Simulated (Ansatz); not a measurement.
# ZnO: the cost of one run

Method: DFT PBE, scalar-relativistic, plane waves, PAW, in Ansatz 0.2.0.

1 further run of the same task is left out (set aside as unsound or not needed).

### Step 1. The system as given

The structure is hexagonal, space group P6_3mc (No. 186). Conventional cell: a = 3.279 Å, b = 3.279 Å, c = 5.293 Å, α = 90.00°, β = 90.00°, γ = 120.00°. Zn (site symmetry 3m) is surrounded by 4 O at 2.00 to 2.01 Å. O (site symmetry 3m) is surrounded by 4 Zn at 2.00 to 2.01 Å.

Structure file:

```
Zn O
1.0
     3.27949    0.00000    0.00000
    -1.63974    2.84012    0.00000
     0.00000    0.00000    5.29327
Zn O
2 2
Direct
  0.33333 0.66667 0.49997
  0.66667 0.33333 0.99997
  0.66667 0.33333 0.37904
  0.33333 0.66667 0.87904
```

This cell was relaxed beforehand with the same method: volume 12.33 Å³/atom, gap on the mesh 0.74 eV.

The bulk reference comes from a run made before at the same settings: -1943.4233 eV/atom.

### Step 2. The (100) slab

Planes are indexed in the bulk's conventional cell (P6_3mc (No. 186)), a = 3.279 Å, b = 3.279 Å, c = 5.293 Å, α = 90.00°, β = 90.00°, γ = 120.00°.

Cut from the relaxed bulk: a (100) slab, 12.3 Å thick as cut, with 15 Å of vacuum; its outer planes are ZnO (top) and ZnO (bottom).

The slab as cut. Layers, bottom to top:

```csv
plane,atoms per cell,height over the lowest (Å)
1,ZnO,0.00
2,ZnO,0.95
3,ZnO,2.84
4,ZnO,3.79
5,ZnO,5.68
6,ZnO,6.63
7,ZnO,8.52
8,ZnO,9.47
9,ZnO,11.36
10,ZnO,12.31
```

### Step 3. Single point on the unrelaxed (100) slab

The cell repeats along c, and a dipole correction in the vacuum removes the field between the copies.

The input, input.yaml:

```yaml
crystal:
  lattice:
    - [3.2794860218, 0.0, 0.0]
    - [0.0, 5.2932739833, 0.0]
    - [0.0, 0.0, 27.3071788939]
  atoms:
    - { symbol: Zn, position: [0.0, 0.5000314109, 0.2746530511] }
    - { symbol: O, position: [0.0, 0.1209585891, 0.2746530511] }
    - { symbol: Zn, position: [0.5, 3.14109e-05, 0.3093218125] }
    - { symbol: O, position: [0.5, 0.6209585891, 0.3093218125] }
    - { symbol: Zn, position: [0.5, 0.5000314109, 0.3786593352] }
    - { symbol: O, position: [0.5, 0.1209585891, 0.3786593352] }
    - { symbol: Zn, position: [0.0, 3.14109e-05, 0.4133280966] }
    - { symbol: O, position: [0.0, 0.6209585891, 0.4133280966] }
    - { symbol: Zn, position: [0.0, 0.5000314109, 0.4826656193] }
    - { symbol: O, position: [0.0, 0.1209585891, 0.4826656193] }
    - { symbol: Zn, position: [0.5, 3.14109e-05, 0.5173343807] }
    - { symbol: O, position: [0.5, 0.6209585891, 0.5173343807] }
    - { symbol: Zn, position: [0.5, 0.5000314109, 0.5866719034] }
    - { symbol: O, position: [0.5, 0.1209585891, 0.5866719034] }
    - { symbol: Zn, position: [0.0, 3.14109e-05, 0.6213406648] }
    - { symbol: O, position: [0.0, 0.6209585891, 0.6213406648] }
    - { symbol: Zn, position: [0.0, 0.5000314109, 0.6906781875] }
    - { symbol: O, position: [0.0, 0.1209585891, 0.6906781875] }
    - { symbol: Zn, position: [0.5, 3.14109e-05, 0.7253469489] }
    - { symbol: O, position: [0.5, 0.6209585891, 0.7253469489] }
basis:
  ecutwfc: 420
kpoints:
  mp_grid: { grid: [8, 5, 1] }
hamiltonian:
  xc: pbe
scf:
  occupations: { method: gaussian, width: 0.05 }
output:
  forces: true
  stress: true
  eigenvalues: true
  write_density: true
  write_potential: true
  elf: true
  volumetric_format: npy
efield:
  axis: 3
  dipole_correction: true
```

The run is started by

```
ansatz run input.yaml --threads 2 --pin off --max-ram 5120MiB --backend cpu --events-out ev --progress --plain --runs-dir out
```

Q: Estimate wall time and peak memory on 2 threads of Intel Xeon 6975P-C (Granite Rapids), shared host.

About 35 s, with a peak of 1.2 GiB.
